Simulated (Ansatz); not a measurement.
# MnO2: the cost of one run

Computed with Ansatz 0.2.0 (DFT PBE, scalar-relativistic, plane waves, PAW, unless a step's input says otherwise).

## 1. The system as given

The structure is tetragonal, space group I4/m (No. 87). Conventional cell: a = 9.824 Å, b = 9.824 Å, c = 2.871 Å, α = 90.00°, β = 90.00°, γ = 90.00°. Mn (site symmetry m) has 6 O at 1.90 to 1.92 Å as nearest neighbours. Around O (site symmetry m) lie 3 Mn at 1.91 to 1.92 Å. O (site symmetry m) has 3 Mn at 1.90 to 1.91 Å as nearest neighbours.

Structure file:

```
Mn O
1.0
    -4.91204    4.91204    1.43573
     4.91204   -4.91204    1.43573
     4.91204    4.91204   -1.43573
Mn O
4 8
Direct
  0.65194 0.83245 0.48439
  0.83245 0.34806 0.18051
  0.34806 0.16755 0.51561
  0.16755 0.65194 0.81949
  0.15591 0.20401 0.35992
  0.20401 0.84409 0.04810
  0.84409 0.79599 0.64008
  0.79599 0.15591 0.95190
  0.16475 0.45770 0.62245
  0.45770 0.83525 0.29295
  0.83525 0.54230 0.37755
  0.54230 0.16475 0.70705
```

An earlier run at PBE left this cell at 11.547 Å³/atom and 0.00 GPa (10×10×10 mesh).

## 2. Antiferromagnetic, in the cell as typed

Input file input.yaml:

```yaml
crystal:
  lattice:
    - [-4.9120446368, 4.9120446368, 1.4357279895]
    - [4.9120446368, -4.9120446368, 1.4357279895]
    - [4.9120446368, 4.9120446368, -1.4357279895]
  atoms:
    - { symbol: Mn, position: [0.6519393658, 0.83245341, 0.4843927758], spin: 3.0 }
    - { symbol: Mn, position: [0.83245341, 0.3480606342, 0.1805140443], spin: -3.0 }
    - { symbol: Mn, position: [0.3480606342, 0.16754659, 0.5156072242], spin: 3.0 }
    - { symbol: Mn, position: [0.16754659, 0.6519393658, 0.8194859557], spin: -3.0 }
    - { symbol: O, position: [0.1559085027, 0.2040075481, 0.3599160508] }
    - { symbol: O, position: [0.2040075481, 0.8440914973, 0.0480990454] }
    - { symbol: O, position: [0.8440914973, 0.7959924519, 0.6400839492] }
    - { symbol: O, position: [0.7959924519, 0.1559085027, 0.9519009546] }
    - { symbol: O, position: [0.1647540215, 0.4576990727, 0.6224530942] }
    - { symbol: O, position: [0.4576990727, 0.8352459785, 0.2929450512] }
    - { symbol: O, position: [0.8352459785, 0.5423009273, 0.3775469058] }
    - { symbol: O, position: [0.5423009273, 0.1647540215, 0.7070549488] }
basis:
  ecutwfc: 420
  ecutrho_ratio: 4
kpoints:
  mp_grid: { grid: [10, 10, 10] }
hamiltonian:
  xc: pbe
scf:
  occupations: { method: gaussian, width: 0.05 }
  lower_state_search: "off"
output:
  forces: true
  stress: true
  eigenvalues: true
  populations: true
magnetization:
  spin_polarized: true
```

On the command line:

```bash
$ ansatz run input.yaml --threads 4 --pin off --max-ram 10240MiB --backend cpu --events-out ev --progress --plain --runs-dir out
```

Q: Estimate wall time and peak memory on 4 threads of AMD EPYC 9R45 (Zen 5), shared host.

About 64 s, with a peak of 3.2 GiB.
